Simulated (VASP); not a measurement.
# MnO2 (P4_2/mnm) in VASP: further runs

One crystal, MnO2, is run at these levels: PBEsol+U; tasks: single point.

Everything below comes from runs of VASP 6.6.1. Logs are shortened: lines on timing, memory, paths and dates and some standing lists are left out, and cuts for length are marked.

## 1. The structure

Symmetry: P4_2/mnm, No. 136, tetragonal system. The conventional cell has a = 4.398 Å, b = 4.398 Å, c = 2.873 Å, α = 90.00°, β = 90.00°, γ = 90.00°. Mn (site symmetry mmm) is surrounded by 6 O at 1.88 to 1.90 Å. O (site symmetry m2m) has 3 Mn at 1.88 to 1.90 Å as nearest neighbours.

## 2. Single point, PBEsol+U, collinear spin, typed start

INCAR reads:

```
PREC = Accurate
ENCUT = 520
EDIFF = 1E-6
ISMEAR = 0
SIGMA = 0.03
LREAL = F
LASPH = T
NELM = 150
ALGO = Normal
ISIF = 2
LWAVE = F
LCHARG = T
ISPIN = 2
MAGMOM = 4.5 4.5 0 0 0 0
LORBIT = 11
LMAXMIX = 4
LDAU = T
LDAUTYPE = 2
LDAUL = 2 -1
LDAUU = 3.9 0
LDAUJ = 0 0
LDAUPRINT = 1
GGA = PS
LELF = T
LVHAR = T
NBANDS = 38
```

KPOINTS reads:

```
regular mesh
0
Gamma
  5 5 7
```

POSCAR reads:

```
MnO2
1.0
    4.3983000000      0.0000000000      0.0000000000
    0.0000000000      4.3983000000      0.0000000000
    0.0000000000      0.0000000000      2.8730000000
Mn O
2 4
Direct
    0.0000000000      0.0000000000      0.0000000000
    0.5000000000      0.5000000000      0.5000000000
    0.3051500000      0.3051500000      0.0000000000
    0.1948500000      0.8051500000      0.5000000000
    0.6948500000      0.6948500000      0.0000000000
    0.8051500000      0.1948500000      0.5000000000
```

Potentials or basis: VASP PAW PBE potentials, release 64 (Mn_pv, O).

The run is started by

```
> cat potpaw_PBE.64/Mn_pv/POTCAR potpaw_PBE.64/O/POTCAR > POTCAR
> mpirun -np 1 vasp_std > vasp.out
```

OUTCAR:

```text
PREC = Accurate
   ENCUT = 520
   EDIFF = 1E-6
   ISMEAR = 0
   LREAL = F
   LASPH = T
   NELM = 150
   ISIF = 2
   ISPIN = 2
   LORBIT = 11
   GGA = PS

 ion  position               nearest neighbor table
   1  0.000  0.000  0.000-   4 1.88   6 1.88   4 1.88   6 1.88   5 1.90   3 1.90
   2  0.500  0.500  0.500-   3 1.88   5 1.88   3 1.88   5 1.88   4 1.90   6 1.90
   3  0.305  0.305  0.000-   2 1.88   2 1.88   1 1.90
   4  0.195  0.805  0.500-   1 1.88   1 1.88   2 1.90
   5  0.695  0.695  0.000-   2 1.88   2 1.88   1 1.90
   6  0.805  0.195  0.500-   1 1.88   1 1.88   2 1.90

  LATTYP: Found a simple tetragonal cell.
 ALAT       =     4.3983000000
 C/A-ratio  =     0.6532069209

  Lattice vectors:

 A1 = (   4.3983000000,   0.0000000000,   0.0000000000)
 A2 = (   0.0000000000,   4.3983000000,   0.0000000000)
 A3 = (   0.0000000000,   0.0000000000,   2.8730000000)

Analysis of symmetry for initial positions (statically):
=====================================================================
 Subroutine PRICEL returns:
 Original cell was already a primitive cell.

 Routine SETGRP: Setting up the symmetry group for a
 simple tetragonal supercell.

 Subroutine GETGRP returns: Found 16 space group operations
 (whereof  8 operations were pure point group operations)
 out of a pool of 16 trial point group operations.

The static configuration has the point symmetry D_2h.
 The point group associated with its full space group is D_4h.

Analysis of symmetry for dynamics (positions and initial velocities):
=====================================================================
 Subroutine PRICEL returns:
 Original cell was already a primitive cell.

 Routine SETGRP: Setting up the symmetry group for a
 simple tetragonal supercell.

 Subroutine GETGRP returns: Found 16 space group operations
 (whereof  8 operations were pure point group operations)
 out of a pool of 16 trial point group operations.

The dynamic configuration has the point symmetry D_2h.
 The point group associated with its full space group is D_4h.

Analysis of structural, dynamic, and magnetic symmetry:
=====================================================================
 Subroutine PRICEL returns:
 Original cell was already a primitive cell.

 Routine SETGRP: Setting up the symmetry group for a
 simple tetragonal supercell.

 Subroutine GETGRP returns: Found 16 space group operations
 (whereof  8 operations were pure point group operations)
 out of a pool of 16 trial point group operations.

The overall configuration has the point symmetry D_2h.
 The point group associated with its full space group is D_4h.

 Subroutine INISYM returns: Found 16 space group operations
 (whereof  8 operations are pure point group operations),
 and found     1 'primitive' translations

----------------------------------------------------------------------------------------

                                     Primitive cell

  volume of cell :      55.5783

  direct lattice vectors                    reciprocal lattice vectors
     4.398300000  0.000000000  0.000000000     0.227360571  0.000000000  0.000000000
     0.000000000  4.398300000  0.000000000     0.000000000  0.227360571  0.000000000
     0.000000000  0.000000000  2.873000000     0.000000000  0.000000000  0.348068221

  length of vectors
[... 158 lines left out ...]
  o =  0.3425  v =  0.0000  0.0000  0.0000  0.0000  0.0000  0.0000 -0.7071 -0.0000  0.7071  0.0000      0.0000  0.0000  0.0000  0.0000  0.0000  0.0000  0.0000  0.0000  0.0000  0.0000
  o =  0.5106  v =  0.0000 -0.7071  0.0000  0.7071 -0.0000  0.0000  0.0000  0.0000  0.0000  0.0000      0.0000  0.0000  0.0000  0.0000  0.0000  0.0000  0.0000  0.0000  0.0000  0.0000
  o =  0.5236  v =  0.8605  0.0000 -0.5094  0.0000 -0.0000  0.0000  0.0000  0.0000  0.0000  0.0000      0.0000  0.0000  0.0000  0.0000  0.0000  0.0000  0.0000  0.0000  0.0000  0.0000
  o =  0.9527  v =  0.5094 -0.0000  0.8605  0.0000  0.0000  0.0000  0.0000  0.0000  0.0000  0.0000      0.0000  0.0000  0.0000  0.0000  0.0000  0.0000  0.0000  0.0000  0.0000  0.0000
  o =  0.9644  v =  0.0000 -0.7071  0.0000 -0.7071 -0.0000  0.0000  0.0000  0.0000  0.0000  0.0000      0.0000  0.0000  0.0000  0.0000  0.0000  0.0000  0.0000  0.0000  0.0000  0.0000
  o =  0.9722  v =  0.0000  0.0000  0.0000  0.0000 -1.0000  0.0000  0.0000  0.0000  0.0000  0.0000      0.0000  0.0000  0.0000  0.0000  0.0000  0.0000  0.0000  0.0000  0.0000  0.0000

atom =   2  type =  1  l = 2

 onsite density matrix

spin component  1

  0.6349  0.0000 -0.1881  0.0000  0.0000
  0.0000  0.7375  0.0000 -0.2269  0.0000
 -0.1881  0.0000  0.8413  0.0000  0.0000
  0.0000 -0.2269  0.0000  0.7375  0.0000
  0.0000  0.0000  0.0000  0.0000  0.9722

spin component  2

  0.2377  0.0000  0.1090  0.0000 -0.0000
  0.0000  0.2274  0.0000  0.1151  0.0000
  0.1090  0.0000  0.1428  0.0000 -0.0000
  0.0000  0.1151  0.0000  0.2274  0.0000
 -0.0000  0.0000 -0.0000  0.0000  0.1181

 occupancies and eigenvectors

  o =  0.0713  v =  0.0000  0.0000  0.0000  0.0000  0.0000 -0.5481  0.0000  0.8364 -0.0000  0.0000      0.0000  0.0000  0.0000  0.0000  0.0000  0.0000  0.0000  0.0000  0.0000  0.0000
  o =  0.1123  v =  0.0000  0.0000  0.0000  0.0000  0.0000 -0.0000 -0.7071  0.0000  0.7071 -0.0000      0.0000  0.0000  0.0000  0.0000  0.0000  0.0000  0.0000  0.0000  0.0000  0.0000
  o =  0.1181  v =  0.0000  0.0000  0.0000  0.0000  0.0000 -0.0000  0.0000  0.0000 -0.0000 -1.0000      0.0000  0.0000  0.0000  0.0000  0.0000  0.0000  0.0000  0.0000  0.0000  0.0000
  o =  0.3091  v =  0.0000  0.0000  0.0000  0.0000  0.0000 -0.8364 -0.0000 -0.5481 -0.0000  0.0000      0.0000  0.0000  0.0000  0.0000  0.0000  0.0000  0.0000  0.0000  0.0000  0.0000
  o =  0.3425  v =  0.0000  0.0000  0.0000  0.0000  0.0000  0.0000 -0.7071  0.0000 -0.7071  0.0000      0.0000  0.0000  0.0000  0.0000  0.0000  0.0000  0.0000  0.0000  0.0000  0.0000
  o =  0.5106  v =  0.0000 -0.7071  0.0000 -0.7071 -0.0000  0.0000  0.0000  0.0000  0.0000  0.0000      0.0000  0.0000  0.0000  0.0000  0.0000  0.0000  0.0000  0.0000  0.0000  0.0000
  o =  0.5236  v =  0.8605  0.0000  0.5094  0.0000 -0.0000  0.0000  0.0000  0.0000  0.0000  0.0000      0.0000  0.0000  0.0000  0.0000  0.0000  0.0000  0.0000  0.0000  0.0000  0.0000
  o =  0.9527  v = -0.5094 -0.0000  0.8605  0.0000 -0.0000  0.0000  0.0000  0.0000  0.0000  0.0000      0.0000  0.0000  0.0000  0.0000  0.0000  0.0000  0.0000  0.0000  0.0000  0.0000
  o =  0.9644  v =  0.0000 -0.7071 -0.0000  0.7071 -0.0000  0.0000  0.0000  0.0000  0.0000  0.0000      0.0000  0.0000  0.0000  0.0000  0.0000  0.0000  0.0000  0.0000  0.0000  0.0000
  o =  0.9722  v = -0.0000 -0.0000  0.0000  0.0000  1.0000  0.0000  0.0000  0.0000  0.0000  0.0000      0.0000  0.0000  0.0000  0.0000  0.0000  0.0000  0.0000  0.0000  0.0000  0.0000

 number of electron      49.9999964 magnetization       6.0117963

 Free energy of the ion-electron system (eV)
  ---------------------------------------------------
  ext. energy  EPLUGINS =         0.00000000
  ---------------------------------------------------
  free energy    TOTEN  =       -44.87002444 eV

  energy without entropy =      -44.86999869  energy(sigma->0) =      -44.87001156

 E-fermi :   4.9796     XC(G=0): -12.3062

 val. band max:        4.9432030988   @ k =   0.0000   0.0000   0.0000
 cond. band min:       5.0218701757   @ k =   0.0000   0.0000   0.1429
 fundamental gap:      0.0786670769
 Fermi energy:         4.9796290103

 spin component 1

 k-point     1 :       0.0000    0.0000    0.0000
  band No.  band energies     occupation
      1     -45.7512      1.00000
      2     -45.7436      1.00000
      3     -45.7157      1.00000
      4     -45.7157      1.00000
      5     -45.6551      1.00000
      6     -45.6551      1.00000
[... 949 lines left out ...]
     36      18.6102      0.00000
     37      20.1454      0.00000
 Fermi energy:         4.9796290103

 spin component 2

 k-point     1 :       0.0000    0.0000    0.0000
  band No.  band energies     occupation
      1     -42.4789      1.00000
      2     -42.4691      1.00000
      3     -42.4193      1.00000
      4     -42.4193      1.00000
      5     -42.3441      1.00000
      6     -42.3441      1.00000
[... 949 lines left out ...]
     36      19.3405      0.00000
     37      20.4566      0.00000
 [bands above 37 left out]

------------------------ aborting loop because EDIFF is reached ----------------------------------------

  FORCE on cell =-STRESS in cart. coord.  units (eV):
  Direction    XX          YY          ZZ          XY          YZ          ZX
  --------------------------------------------------------------------------------------
  -------------------------------------------------------------------------------------
  Total        0.6694008      0.6694008      1.6661572     -0.0000000      0.0000000      0.0000000
  in kB       19.2970762     19.2970762     48.0309554     -0.0000000      0.0000000      0.0000000
  external PRESSURE =      28.8750359 kB  Pullay stress =       0.0000000 kB

 VOLUME and BASIS-vectors are now :
 -----------------------------------------------------------------------------
  energy-cutoff  :      520.00
  volume of cell :       55.58
      direct lattice vectors                 reciprocal lattice vectors
     4.398300000  0.000000000  0.000000000     0.227360571  0.000000000  0.000000000
     0.000000000  4.398300000  0.000000000     0.000000000  0.227360571  0.000000000
     0.000000000  0.000000000  2.873000000     0.000000000  0.000000000  0.348068221

 POSITION                                       TOTAL-FORCE (eV/Angst)
 -----------------------------------------------------------------------------------
      0.00000      0.00000      0.00000         0.000000     -0.000000      0.000000
      2.19915      2.19915      1.43650         0.000000     -0.000000      0.000000
      1.34214      1.34214      0.00000        -0.022046     -0.022046     -0.000000
      0.85701      3.54129      1.43650         0.022046     -0.022046      0.000000
      3.05616      3.05616      0.00000         0.022046      0.022046      0.000000
      3.54129      0.85701      1.43650        -0.022046      0.022046      0.000000
 -----------------------------------------------------------------------------------
    total drift:                                0.000000      0.000000      0.000000

  FREE ENERGIE OF THE ION-ELECTRON SYSTEM (eV)
  ---------------------------------------------------
  free  energy   TOTEN  =       -44.8700244372 eV

  energy  without entropy=      -44.8699986900  energy(sigma->0) =      -44.87001156

 total charge

# of ion       s       p       d       tot
------------------------------------------
    1        0.365   6.488   4.843  11.696
    2        0.365   6.488   4.843  11.696
    3        1.562   3.466   0.000   5.028
    4        1.562   3.466   0.000   5.028
    5        1.562   3.466   0.000   5.028
    6        1.562   3.466   0.000   5.028
--------------------------------------------------
tot          6.978  26.839   9.686  43.503

 magnetization (x)

# of ion       s       p       d       tot
------------------------------------------
    1        0.018   0.030   2.968   3.016
    2        0.018   0.030   2.968   3.016
    3       -0.003  -0.035   0.000  -0.038
    4       -0.003  -0.035   0.000  -0.038
    5       -0.003  -0.035   0.000  -0.038
    6       -0.003  -0.035   0.000  -0.038
--------------------------------------------------
tot          0.025  -0.079   5.935   5.881
```

Run time: 79 s. Hardware: 1 thread of Intel Xeon Platinum 8488C (Sapphire Rapids), shared host; peak memory 0.23 GiB.

Results:

* Free energy: -44.8700 eV
* Pressure: 2.9 GPa
* Largest force: 0.031 eV/Å
* Band gap on the k mesh: none (metal or under the smearing width)
* Net moment: 6.01 μB per cell
* Site moments: Mn +3.02; O -0.04 μB
* Valence electrons inside the program's atomic spheres: Mn 11.70; O 5.03

Forces in eV/Å, atoms in the order of the input:
```
Mn   0.000  0.000  0.000
Mn   0.000  0.000  0.000
O   -0.022 -0.022  0.000
O    0.022 -0.022  0.000
O    0.022  0.022  0.000
O   -0.022  0.022  0.000
```

Stress tensor (GPa, compression positive):
```
1.93 0.00 0.00
0.00 1.93 0.00
0.00 0.00 4.80
```

Eigenvalues of the final occupation matrices:
| site | spin | trace | eigenvalues |
| --- | --- | --- | --- |
| site 1 d | 1 | 3.92 | 0.51 0.52 0.95 0.96 0.97 |
| site 1 d | 2 | 0.95 | 0.07 0.11 0.12 0.31 0.34 |
| site 2 d | 1 | 3.92 | 0.51 0.52 0.95 0.96 0.97 |
| site 2 d | 2 | 0.95 | 0.07 0.11 0.12 0.31 0.34 |

Caveat: the PAW data sets were made with another functional, which shifts forces and pressure a little. The state reached can hang on the start; a lower one may exist.

## 3. Single point, PBEsol+U, collinear spin, twin_end start

INCAR reads:

```
  PREC = Accurate
  ENCUT = 520
  EDIFF = 1E-6
  ISMEAR = 0
  SIGMA = 0.03
  LREAL = F
  LASPH = T
  NELM = 150
  ALGO = Normal
  ISIF = 2
  LWAVE = F
  LCHARG = F
  ISPIN = 2
  MAGMOM = 2.91 2.91 -0.05 -0.05 -0.05 -0.05
  LORBIT = 11
  LMAXMIX = 4
  LDAU = T
  LDAUTYPE = 2
  LDAUL = 2 -1
  LDAUU = 3.9 0
  LDAUJ = 0 0
  LDAUPRINT = 1
  GGA = PS
  NBANDS = 38
```

KPOINTS is that of step 2.

POSCAR is that of step 2.

Potentials or basis: VASP PAW PBE potentials, release 64 (Mn_pv, O).

The run is started by

```
> cat potpaw_PBE.64/Mn_pv/POTCAR potpaw_PBE.64/O/POTCAR > POTCAR
> mpirun -np 1 vasp_std > vasp.out
```

Run time: 85 s. Hardware: 1 thread of Intel Xeon Platinum 8488C (Sapphire Rapids), shared host; peak memory 0.23 GiB.

Results (log left out):

```yaml
Free_energy: -44.8700 eV
Pressure: 2.9 GPa
Largest_force: 0.031 eV/Å
Band_gap_on_the_k_mesh: none (metal or under the smearing width)
Net_moment: 6.01 μB per cell
Site_moments: Mn +3.02; O -0.04 μB
Valence_electrons_inside_the_program's_atomic_spheres: Mn 11.70; O 5.03
```

Forces on the atoms (eV/Å):
```
Mn   0.000  0.000  0.000
Mn   0.000  0.000  0.000
O   -0.022 -0.022  0.000
O    0.022 -0.022  0.000
O    0.022  0.022  0.000
O   -0.022  0.022  0.000
```

Stress tensor (GPa, compression positive):
```
1.93 0.00 0.00
0.00 1.93 0.00
0.00 0.00 4.81
```

Levels at points of the mesh, in eV from the Fermi level:
Spin up:
```tsv
k point	band 24	band 25	band 26	band 27	band 28	band 29	band 30	band 31	band 32	band 33
(0.00, 0.00, 0.00)	-1.18	-1.08	-0.63	-0.63	-0.37	-0.04	2.86	2.86	3.41	7.88
```
Spin down:
```csv
k point,band 19,band 20,band 21,band 22,band 23,band 24,band 25,band 26
"(0.00, 0.00, 0.00)",-1.33,-0.59,-0.59,0.10,1.63,1.80,2.06,2.06
```

Eigenvalues of the final occupation matrices:
| site | spin | trace | eigenvalues |
| --- | --- | --- | --- |
| site 1 d | 1 | 3.92 | 0.51 0.52 0.95 0.96 0.97 |
| site 1 d | 2 | 0.95 | 0.07 0.11 0.12 0.31 0.34 |
| site 2 d | 1 | 3.92 | 0.51 0.52 0.95 0.96 0.97 |
| site 2 d | 2 | 0.95 | 0.07 0.11 0.12 0.31 0.34 |

Caveat: the PAW data sets were made with another functional, which shifts forces and pressure a little. The state reached can hang on the start; a lower one may exist.
